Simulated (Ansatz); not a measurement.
# Dielectric response of BaS (001) films, part 2 of 4

Wanted: ε of rocksalt BaS (001) by finite fields on slabs, and the band edges against the vacuum where run.

Ansatz 0.2.0; plane-wave DFT, PBEsol, Ansatz PAW (the session's first sound run).

So far, gap on the k-mesh (eV): step 2 (relaxing the film, 6 atoms, units 3) 2.06.

## Step 3: Single point on the relaxed film, 6 atoms, units 3

The film was relaxed beforehand; a single point on the relaxed positions gives its levels and potential.

input.yaml reads:

```yaml
crystal:
  lattice:
    - [4.51841233, 0.0, 0.0]
    - [0.0, 4.51841233, 0.0]
    - [0.0, 0.0, 24.39]
  atoms:
    - { symbol: Ba, position: [0.5, 0.5, 0.3731695724] }
    - { symbol: S, position: [0.0, 0.0, 0.3726628065] }
    - { symbol: Ba, position: [0.0, 0.0, 0.5000000004] }
    - { symbol: S, position: [0.5, 0.5, 0.4999999975] }
    - { symbol: Ba, position: [0.5, 0.5, 0.6268304319] }
    - { symbol: S, position: [0.0, 0.0, 0.6273371912] }
kpoints:
  mp_grid: { grid: [6, 6, 1] }
hamiltonian:
  xc: pbesol
scf:
  occupations: { method: fixed }
  convergence: { dr2_threshold: 1.0e-09 }
efield:
  axis: 3
  dipole_correction: true
  ramp_position: 0.97
  ramp_width: 0.06
output:
  eigenvalues: true
  write_potential: true
  write_density: true
  volumetric_format: npy
```

Started as:

```sh
> ansatz run input.yaml --threads 4 --pin off --max-ram 12288MiB --backend cpu --events-out ev --progress --plain --runs-dir out
```

Numbers of over 12 decimals in the logs are rounded to 6 here.

The program printed:

```text
[...]
Crystal: 6 atoms, lattice volume = 497.947 Å³
Basis set: ecut = 420 eV, 9769 PW (Γ)
Bands: 30, of which v1, the nominal top of the filled ones, is band 24 counted from 1 (23 counted from 0)
Symmetry: 8 space group operations
k-points: 10 of 36
[...]
SCF iter   1: F=—  HF=-20254.469925 eV  |F-HF|=—  |Δ(HF+E_count)|=         —  Δρ=2.61e-3  dr2=7.92e-2  ethr=1.77e-3  p=0.000 e·Å  D=3.31e-8 V/Å  ΔV_dip=-0.00 eV  dr2_dipole=3.38e-9  V_vac-E_F(+/−)=4.24/4.24 eV  ⟨swp⟩=7.4  Hψ=1511  notcnv=0  defer=34
[...]
SCF iter  10: F=-20254.453503 eV  HF=-20254.453503 eV  |F-HF|=4.37e-11  |Δ(HF+E_count)|=  7.68e-10  Δρ=1.23e-7  dr2=1.48e-10  ethr=2.08e-12  p=-0.000 e·Å  D=-3.36e-7 V/Å  ΔV_dip=0.00 eV  dr2_dipole=5.56e-12  V_vac-E_F(+/−)=4.30/4.30 eV  ⟨swp⟩=18.0  Hψ=2015  notcnv=0
SCF 1 converged in 10 iterations: F = -20254.453503 eV  dr2 = 1.48e-10
[...]
WARN: The output density's exchange-correlation potential varies sharply where the density is thin. Do not read a vacuum level from v_tot or v_xc, or from such a field of the output density. On a cell that repeats whose density bears no net charge and no dipole along the vacuum's axis use v_es (v_loc + v_h of the components); under efield.dipole_correction with no amplitude use v_es + v_field, which holds any externa [...]
SCF converged after 10 iterations
Free energy (F): -20254.453503 eV
[...]
Internal energy: -20254.453503 eV  (E = F + TS)
E sigma→0 (E₀):  -20254.453503 eV
Fermi energy:    -0.312074 eV
Dipole field:    D = 0.000002 V/Å  (p = 0.000005 e·Å, saw-weighted, corrected)
Work function:   Φ+ = 4.2969 eV   Φ− = 4.2969 eV
[...]
--- Band table (eV; the first three rows and the last of 10) ---
  k-point 0: bands = [... 20 lower, -0.3825, -0.3825, -0.3121, -0.3121, 1.7463, 2.3219, 2.6919, 3.1315, ... 2 higher]
  k-point 1: bands = [... 20 lower, -0.8136, -0.6532, -0.5904, -0.5571, 2.2910, 2.8078, 2.9554, 3.3305, ... 2 higher]
  k-point 2: bands = [... 20 lower, -1.1000, -1.0975, -1.0421, -0.6368, 3.4833, 3.5833, 3.5978, 3.9134, ... 2 higher]
  k-point 9: bands = [... 20 lower, -0.6925, -0.5368, -0.5368, -0.3144, 2.1283, 2.1283, 3.5048, 3.5048, ... 2 higher]
```

It took 5.5 s on 4 threads of Arm Neoverse V1, shared host; peak memory 0.76 GiB.

This step gave:

```yaml
dipole_along_the_normal: 4.61e-6 e·Å
```

Running mean over 3.195 Å of the planar mean; the ramp of the sawtooth is left out. Electron's electrostatic potential energy less the highest filled level against z:

```
z (Å)  electron's electrostatic potential energy less the highest filled level (eV)
    3                                                                          4.30
    4                                                                          4.30
    5                                                                          4.29
    6                                                                          4.20
    7                                                                          2.94
    8                                                                        -0.797
    9                                                                         -2.00
   10                                                                         -2.24
   11                                                                         -2.35
   12                                                                         -2.06
   13                                                                         -2.20
   14                                                                         -2.37
   15                                                                         -2.05
   16                                                                         -1.64
   17                                                                          1.51
   18                                                                          4.03
   19                                                                          4.28
   20                                                                          4.29
   21                                                                          4.30
```

The gap is 2.06 eV, with the valence edge 4.30 eV and the conduction edge 2.24 eV under the upper vacuum level.

## Step 4: Atoms held, 6 atoms, units 3, field 0.05 V/Å

A sawtooth potential applies the field, turning back in the middle of the vacuum. With the dipole correction the typed value is the field outside the slab. The induced dipole is small, so the SCF threshold is tight.

input.yaml, as its differences from that of step 3:

```diff
@@ -18,3 +18,3 @@
   occupations: { method: fixed }
-  convergence: { dr2_threshold: 1.0e-09 }
+  convergence: { dr2_threshold: 1.0e-10 }
 efield:
@@ -24,4 +24,4 @@
   ramp_width: 0.06
+  amplitude: 0.05
 output:
-  eigenvalues: true
   write_potential: true
```

The program printed:

```text
[...]
Crystal: 6 atoms, lattice volume = 497.947 Å³
Basis set: ecut = 420 eV, 9769 PW (Γ)
Bands: 30, of which v1, the nominal top of the filled ones, is band 24 counted from 1 (23 counted from 0)
Symmetry: 8 space group operations
k-points: 10 of 36
[...]
SCF iter   1: F=—  HF=-20256.832259 eV  |F-HF|=—  |Δ(HF+E_count)|=         —  Δρ=2.14e-2  dr2=7.85e0  ethr=3.10e-3  p=0.056 e·Å  D=2.03e-2 V/Å  ΔV_dip=-0.50 eV  dr2_dipole=4.08e-4  V_vac-E_F(+/−)=9.30/8.68 eV  ⟨swp⟩=7.8  Hψ=1508  notcnv=0  defer=34
[...]
SCF iter  12: F=-20254.454640 eV  HF=-20254.454640 eV  |F-HF|=4.37e-11  |Δ(HF+E_count)|=  5.31e-10  Δρ=9.76e-8  dr2=3.99e-11  ethr=1.00e-12  p=0.045 e·Å  D=1.65e-2 V/Å  ΔV_dip=-0.40 eV  dr2_dipole=1.65e-13  V_vac-E_F(+/−)=4.62/3.92 eV  ⟨swp⟩=18.5  Hψ=1929  notcnv=0
SCF 1 converged in 12 iterations: F = -20254.454640 eV  dr2 = 3.99e-11
[...]
SCF converged after 12 iterations
[...]
Free energy (F): -20254.454640 eV
[...]
Internal energy: -20254.454640 eV  (E = F + TS)
E sigma→0 (E₀):  -20254.454640 eV
Fermi energy:    -0.302573 eV
Dipole field:    D = 0.016530 V/Å  (p = 0.045487 e·Å, saw-weighted, corrected)
Work function:   not extracted (applied field tilts the vacuum); planar V_es + V_field profile in the machine report
[...]
--- Band table (eV; the first three rows and the last of 10) ---
  k-point 0: bands = [... 20 lower, -0.3925, -0.3925, -0.3026, -0.3026, 1.7454, 2.3218, 2.6752, 3.1318, ... 2 higher]
  k-point 1: bands = [... 20 lower, -0.7905, -0.6641, -0.5800, -0.5557, 2.2901, 2.8072, 2.9344, 3.3443, ... 2 higher]
  k-point 2: bands = [... 20 lower, -1.1117, -1.0995, -1.0310, -0.6353, 3.4517, 3.5960, 3.6011, 3.9221, ... 2 higher]
  k-point 9: bands = [... 20 lower, -0.6969, -0.5327, -0.5327, -0.3133, 2.1276, 2.1276, 3.5045, 3.5045, ... 2 higher]
```

Wall time 5.8 s (4 threads); peak memory 0.74 GiB.

This step gave:

```yaml
gap_on_the_k_mesh: 2.048 eV
dipole_along_the_normal: 0.04549 e·Å
```

The dipole is 0.0455 e·Å, and the gap on the mesh 2.048 eV.

## Step 5: Single point, 6 atoms, units 3, field -0.05 V/Å

input.yaml, as its differences from that of step 4:

```diff
@@ -24,3 +24,3 @@
   ramp_width: 0.06
-  amplitude: 0.05
+  amplitude: -0.05
 output:
```

The program printed:

```text
[...]
Crystal: 6 atoms, lattice volume = 497.947 Å³
Basis set: ecut = 420 eV, 9769 PW (Γ)
Bands: 30, of which v1, the nominal top of the filled ones, is band 24 counted from 1 (23 counted from 0)
Symmetry: 8 space group operations
k-points: 10 of 36
[...]
k-point 0: bands = [... 20 lower, -0.3925, -0.3925, -0.3026, -0.3026, 1.7454, 2.3218, 2.6752, 3.1318, ... 2 higher]
  k-point 1: bands = [... 20 lower, -0.7905, -0.6642, -0.5800, -0.5557, 2.2901, 2.8072, 2.9344, 3.3443, ... 2 higher]
  k-point 2: bands = [... 20 lower, -1.1117, -1.0995, -1.0310, -0.6353, 3.4517, 3.5960, 3.6011, 3.9221, ... 2 higher]
  k-point 9: bands = [... 20 lower, -0.6969, -0.5327, -0.5327, -0.3133, 2.1276, 2.1276, 3.5045, 3.5045, ... 2 higher]
[key lines of the parts left out:]
SCF converged after 12 iterations
Free energy (F): -20254.454640 eV
Fermi energy:    -0.302571 eV
Dipole field:    D = -0.016531 V/Å  (p = -0.045489 e·Å, saw-weighted, corrected)
```

Run time: 5.8 s. Hardware: 4 threads; peak memory 0.75 GiB; 22 s of CPU time.

The dipole is -0.0455 e·Å, and the gap on the mesh 2.048 eV.

## Step 6: Response with the atoms held, 6 atoms, units 3

This step: plane-wave DFT, PBEsol, Ansatz PAW; response to a field along the normal, atoms held (Ansatz 0.2.0).

The two fields give this film's response with the atoms held: the electronic part.

Numbers from this step:

| Quantity | Value |
| --- | --- |
| equivalent conductor thickness p/(ε₀AE) | 8.063 Å |
| distance between the outer atoms | 6.212 Å |
| thickness | 9.585 Å |

Local field over the applied field, running mean. From the potentials at -0.05 and 0.05 V/Å; running mean over 3.195 Å, taken twice. The local field over applied field by z:

| z (Å) | local field over applied field |
| --- | --- |
| 4.5 | 0.979 |
| 5.0 | 0.956 |
| 5.5 | 0.913 |
| 6.0 | 0.849 |
| 6.5 | 0.764 |
| 7.0 | 0.661 |
| 7.5 | 0.549 |
| 8.0 | 0.440 |
| 8.5 | 0.345 |
| 9.0 | 0.272 |
| 9.5 | 0.220 |
| 10.0 | 0.192 |
| 10.5 | 0.181 |
| 11.0 | 0.180 |
| 11.5 | 0.181 |
| 12.0 | 0.181 |
| 12.5 | 0.181 |
| 13.0 | 0.180 |
| 13.5 | 0.180 |
| 14.0 | 0.182 |
| 14.5 | 0.196 |
| 15.0 | 0.230 |
| 15.5 | 0.286 |
| 16.0 | 0.364 |
| 16.5 | 0.463 |
| 17.0 | 0.573 |
| 17.5 | 0.685 |
| 18.0 | 0.785 |
| 18.5 | 0.865 |
| 19.0 | 0.924 |
| 19.5 | 0.962 |
| 20.0 | 0.983 |

Electrons, planar mean, per unit field. Table of induced electron density by z:

z (Å), induced electron density (e/Å³ per V/Å) and a bar from the least value:
```
      4.5    0.00002 ###############
      5.0    0.00006 ###############
      5.5    0.00015 ################
      6.0    0.00035 #################
      6.5    0.00077 ###################
      7.0    0.00160 ######################
      7.5    0.00278 ###########################
      8.0    0.00335 ##############################
      8.5    0.00120 ####################
      9.0    0.00044 #################
      9.5   -0.00052 #############
     10.0   -0.00240 ####
     10.5   -0.00082 ###########
     11.0    0.00148 ######################
     11.5    0.00189 #######################
     12.0    0.00007 ###############
     12.5   -0.00027 ##############
     13.0   -0.00219 #####
     13.5   -0.00100 ###########
     14.0    0.00130 #####################
     14.5    0.00235 ##########################
     15.0   -0.00002 ###############
     15.5   -0.00033 ##############
     16.0   -0.00182 #######
     16.5   -0.00339 
     17.0   -0.00251 ####
     17.5   -0.00138 #########
     18.0   -0.00065 ############
     18.5   -0.00029 ##############
     19.0   -0.00012 ###############
     19.5   -0.00005 ###############
     20.0   -0.00002 ###############
```

By hand: between -0.05 and 0.05 V/Å the dipole changes by 0.09098 e·Å, a slope of 0.9098 e·Å²/V. A perfect conductor of thickness t has p = ε₀AEt, so t = 180.95 × 0.9098 / 20.416 = 8.06 Å (e/ε₀ = 180.95 V·Å, A in Å²).

The induced dipole is that of a conductor 8.06 Å thick.

## Step 7: Field on, atoms free, 6 atoms, field 0.05 V/Å

This step: plane-wave DFT, PBEsol, Ansatz PAW (Ansatz 0.2.0).

Now the atoms may follow the field. A weak field makes forces of meV/Å to tens of meV/Å, so the force tolerance is set well below the usual one.

input.yaml, as its differences from that of step 5:

```diff
@@ -24,3 +24,6 @@
   ramp_width: 0.06
-  amplitude: -0.05
+  amplitude: 0.05
+relax:
+  f_tol: 0.0006
+  max_steps: 70
 output:
```

The program printed:

```text
[...]
Crystal: 6 atoms, lattice volume = 497.947 Å³
Basis set: ecut = 420 eV, 9769 PW (Γ), exchange–correlation on 64×64×360 points (8 copies of the dense FFT grid, shifted against one another)
Bands: 30, of which v1, the nominal top of the filled ones, is band 24 counted from 1 (23 counted from 0)
Symmetry: 8 space group operations
k-points: 10 of 36
[...]
SCF iter   1: F=—  HF=-20256.832058 eV  |F-HF|=—  |Δ(HF+E_count)|=         —  Δρ=2.14e-2  dr2=7.85e0  ethr=3.10e-3  p=0.056 e·Å  D=2.03e-2 V/Å  ΔV_dip=-0.50 eV  dr2_dipole=4.08e-4  V_vac-E_F(+/−)=9.30/8.68 eV  ⟨swp⟩=7.8  Hψ=1508  notcnv=0  defer=34
[...]
SCF iter  12: F=-20254.454548 eV  HF=-20254.454548 eV  |F-HF|=6.55e-11  |Δ(HF+E_count)|=  5.24e-10  Δρ=9.79e-8  dr2=4.09e-11  ethr=1.00e-12  p=0.045 e·Å  D=1.65e-2 V/Å  ΔV_dip=-0.40 eV  dr2_dipole=2.59e-13  V_vac-E_F(+/−)=4.62/3.92 eV  ⟨swp⟩=8.2  Hψ=1698  notcnv=0
SCF 1 converged in 12 iterations: F = -20254.454548 eV  dr2 = 4.09e-11
[...]
relax step   1: F+E_penalty+E_count = -20254.45454781 eV  Δ(F+E_penalty+E_count) = +0.000e0 eV  max|allowed force component| = 2.653e-2 eV/Å  Δτ_max = 0.0000 Å  (12 SCF iters, accepted)
[...]
SCF iter   9: F=-20254.454407 eV  HF=-20254.454407 eV  |F-HF|=2.55e-11  |Δ(HF+E_count)|=  2.84e-10  Δρ=5.39e-8  dr2=1.03e-11  ethr=1.00e-12  p=0.064 e·Å  D=2.34e-2 V/Å  ΔV_dip=-0.57 eV  dr2_dipole=9.27e-14  V_vac-E_F(+/−)=4.55/4.01 eV  ⟨swp⟩=7.0  Hψ=1586  notcnv=0
SCF 2 converged in 9 iterations: F = -20254.454407 eV  dr2 = 1.03e-11
relax step   2: F+E_penalty+E_count = -20254.45440725 eV  Δ(F+E_penalty+E_count) = +1.406e-4 eV  max|allowed force component| = 3.562e-2 eV/Å  Δτ_max = 0.0104 Å  (9 SCF iters, rejected (line search))
SCF iter   1: F=—  HF=-20254.454681 eV  |F-HF|=—  |Δ(HF+E_count)|=         —  Δρ=1.17e-4  dr2=3.26e-4  ethr=1.20e-5  p=0.064 e·Å  D=2.34e-2 V/Å  ΔV_dip=-0.57 eV  dr2_dipole=2.13e-4  V_vac-E_F(+/−)=4.55/4.01 eV  ⟨swp⟩=5.3  Hψ=664  notcnv=0  defer=40
[...]
SCF iter   8: F=-20254.454770 eV  HF=-20254.454770 eV  |F-HF|=6.55e-11  |Δ(HF+E_count)|=  5.71e-10  Δρ=8.82e-8  dr2=3.53e-11  ethr=1.00e-12  p=0.055 e·Å  D=1.98e-2 V/Å  ΔV_dip=-0.48 eV  dr2_dipole=1.46e-12  V_vac-E_F(+/−)=4.59/3.97 eV  ⟨swp⟩=7.0  Hψ=1620  notcnv=0
SCF 3 converged in 8 iterations: F = -20254.454770 eV  dr2 = 3.53e-11
relax step   3: F+E_penalty+E_count = -20254.45477002 eV  Δ(F+E_penalty+E_count) = -2.222e-4 eV  max|allowed force component| = 2.546e-3 eV/Å  Δτ_max = 0.0044 Å  (8 SCF iters, accepted)
[...]
relax step   4: F+E_penalty+E_count = -20254.45475022 eV  Δ(F+E_penalty+E_count) = +1.980e-5 eV  max|allowed force component| = 1.471e-2 eV/Å  Δτ_max = 0.0021 Å  (7 SCF iters, rejected (line search))
SCF iter   1: F=—  HF=-20254.454607 eV  |F-HF|=—  |Δ(HF+E_count)|=         —  Δρ=2.47e-5  dr2=2.02e-5  ethr=4.30e-7  p=0.054 e·Å  D=1.96e-2 V/Å  ΔV_dip=-0.48 eV  dr2_dipole=5.11e-6  V_vac-E_F(+/−)=4.60/3.96 eV  ⟨swp⟩=3.2  Hψ=595  notcnv=0  defer=40
[...]
SCF iter   7: F=-20254.454771 eV  HF=-20254.454771 eV  |F-HF|=3.27e-11  |Δ(HF+E_count)|=  1.60e-10  Δρ=7.24e-8  dr2=2.50e-11  ethr=1.00e-12  p=0.054 e·Å  D=1.98e-2 V/Å  ΔV_dip=-0.48 eV  dr2_dipole=6.12e-15  V_vac-E_F(+/−)=4.59/3.96 eV  ⟨swp⟩=6.9  Hψ=1548  notcnv=0
SCF 5 converged in 7 iterations: F = -20254.454771 eV  dr2 = 2.50e-11
relax step   5: F+E_penalty+E_count = -20254.45477060 eV  Δ(F+E_penalty+E_count) = -5.774e-7 eV  max|allowed force component| = 1.491e-5 eV/Å  Δτ_max = 0.0003 Å  (7 SCF iters, accepted)
NSCF: frozen V_eff on 10 k-points
[...]
SCF converged after 7 iterations
[...]
Free energy (F): -20254.454771 eV
[...]
Internal energy: -20254.454771 eV  (E = F + TS)
E sigma→0 (E₀):  -20254.454771 eV
Fermi energy:    -0.311753 eV
Dipole field:    D = 0.019763 V/Å  (p = 0.054385 e·Å, saw-weighted, corrected)
Work function:   not extracted (applied field tilts the vacuum); planar V_es + V_field profile in the machine report
[...]
--- Forces (eV/Å), atoms counted from 1 ---
  atom   1  Ba     0.00000000     0.00000000     0.00000984
  atom   2  S     -0.00000000     0.00000000     0.00000651
  atom   3  Ba     0.00000000     0.00000000    -0.00001018
  atom   4  S     -0.00000000     0.00000000    -0.00001470
  atom   5  Ba    -0.00000000     0.00000000     0.00000924
  atom   6  S      0.00000000     0.00000000     0.00000054
  max |Σ_I F_I| component: 1.26e-6 eV/Å
--- Band table (eV; the first three rows and the last of 10) ---
  k-point 0: bands = [... 20 lower, -0.3832, -0.3832, -0.3118, -0.3118, 1.7461, 2.3219, 2.6854, 3.1317, ... 2 higher]
  k-point 1: bands = [... 20 lower, -0.8106, -0.6539, -0.5900, -0.5569, 2.2908, 2.8075, 2.9470, 3.3346, ... 2 higher]
  k-point 2: bands = [... 20 lower, -1.1008, -1.0979, -1.0416, -0.6366, 3.4695, 3.5920, 3.5974, 3.9150, ... 2 higher]
  k-point 9: bands = [... 20 lower, -0.6929, -0.5369, -0.5369, -0.3142, 2.1283, 2.1283, 3.5051, 3.5051, ... 2 higher]
--- Relaxed structure (5 steps of the walk, 3 accepted, 0 SCFs on fresh bases) ---
  F+E_penalty+E_count = -20254.45477060 eV   max|allowed force component| = 1.491e-5 eV/Å
  atoms:
    - { symbol: Ba, position: [0.5, 0.5, 0.373334] }
    - { symbol: S, position: [0, 0.0, 0.372497] }
    - { symbol: Ba, position: [0, 0.0, 0.500036] }
    - { symbol: S, position: [0.5, 0.5, 0.499996] }
    - { symbol: Ba, position: [0.5, 0.5, 0.626982] }
    - { symbol: S, position: [0, 0.0, 0.627154] }
```

It took 16 s on 4 threads; peak memory 0.74 GiB.

Hardly anything moved in the relaxation; the energy changed by under 0.2 meV an atom.

This step gave:

- gap on the k-mesh: 2.058 eV
- dipole along the normal: 0.05438 e·Å

The relaxation took 5 steps and lowered the energy by 2.2e-4 eV; the largest force on the free atoms ends at 1.5e-5 eV/Å.

The dipole is 0.0544 e·Å, and the gap on the mesh 2.058 eV.

## Step 8: Field on, atoms free, 6 atoms, field -0.05 V/Å

The opposite sign, again from the field-free geometry; the difference of the two cancels what relaxes without a field.

input.yaml, as its differences from that of step 7:

```diff
@@ -24,3 +24,3 @@
   ramp_width: 0.06
-  amplitude: 0.05
+  amplitude: -0.05
 relax:
```

The program printed:

```text
[...]
Crystal: 6 atoms, lattice volume = 497.947 Å³
Basis set: ecut = 420 eV, 9769 PW (Γ), exchange–correlation on 64×64×360 points (8 copies of the dense FFT grid, shifted against one another)
Bands: 30, of which v1, the nominal top of the filled ones, is band 24 counted from 1 (23 counted from 0)
Symmetry: 8 space group operations
k-points: 10 of 36
[...]
--- Relaxed structure (5 steps of the walk, 3 accepted, 0 SCFs on fresh bases) ---
  F+E_penalty+E_count = -20254.45477060 eV   max|allowed force component| = 1.478e-5 eV/Å
  atoms:
    - { symbol: Ba, position: [0.5, 0.5, 0.373018] }
    - { symbol: S, position: [0, 0.0, 0.372846] }
    - { symbol: Ba, position: [0, 0.0, 0.499964] }
    - { symbol: S, position: [0.5, 0.5, 0.500004] }
    - { symbol: Ba, position: [0.5, 0.5, 0.626666] }
    - { symbol: S, position: [0, 0.0, 0.627503] }
[key lines of the parts left out:]
SCF converged after 7 iterations
Free energy (F): -20254.454771 eV
Fermi energy:    -0.311753 eV
Dipole field:    D = -0.019763 V/Å  (p = -0.054384 e·Å, saw-weighted, corrected)
```

Run time: 17 s. Hardware: 4 threads; peak memory 0.74 GiB; 64 s of CPU time.

Hardly anything moved in the relaxation; the energy changed by under 0.2 meV an atom.

The relaxation took 5 steps and lowered the energy by 2.2e-4 eV; the largest force on the free atoms ends at 1.5e-5 eV/Å.

The dipole is -0.0544 e·Å, and the gap on the mesh 2.058 eV.

## Step 9: Response with the atoms relaxed, 6 atoms, units 3

This step: plane-wave DFT, PBEsol, Ansatz PAW; response to a field along the normal, atoms relaxed (Ansatz 0.2.0).

The two relaxed runs give the static response.

This step gave:

- equivalent conductor thickness p/(ε₀AE): 9.640 Å
- distance between the outer atoms: 6.211 Å

Local field over the applied field, running mean. From the potentials at -0.05 and 0.05 V/Å; running mean over 3.195 Å, taken twice. Local field over applied field against z:

```csv
z (Å),local field over applied field
4.5,0.981
5.0,0.960
5.5,0.908
6.0,0.829
6.5,0.724
7.0,0.585
7.5,0.431
8.0,0.282
8.5,0.160
9.0,0.0782
9.5,0.0224
10.0,0.00169
10.5,0.0349
11.0,0.0749
11.5,0.103
12.0,0.100
12.5,0.100
13.0,0.101
13.5,0.0659
14.0,0.0266
14.5,-9.7e-4
15.0,0.0326
15.5,0.0948
16.0,0.181
16.5,0.314
17.0,0.464
17.5,0.618
18.0,0.749
18.5,0.849
19.0,0.923
19.5,0.966
20.0,0.984
```

The induced dipole is that of a conductor 9.64 Å thick.

(Continued in part 3 of 4.)

[Logs are printed without paths, hosts, clocks, repeated set-up lines and the standing remarks that a program may print on its own settings, such as how far it seeks lower states.]

[Hosts, paths, dates, database ids (printed as entryN), source tags and the programs' standing remarks are cut or masked in the printed files.]

[Maps of the electrostatic potential energy from Ansatz leave out the sawtooth potential of an applied field or a dipole correction, so their vacuum need not be flat; planar profiles and work functions include it.]
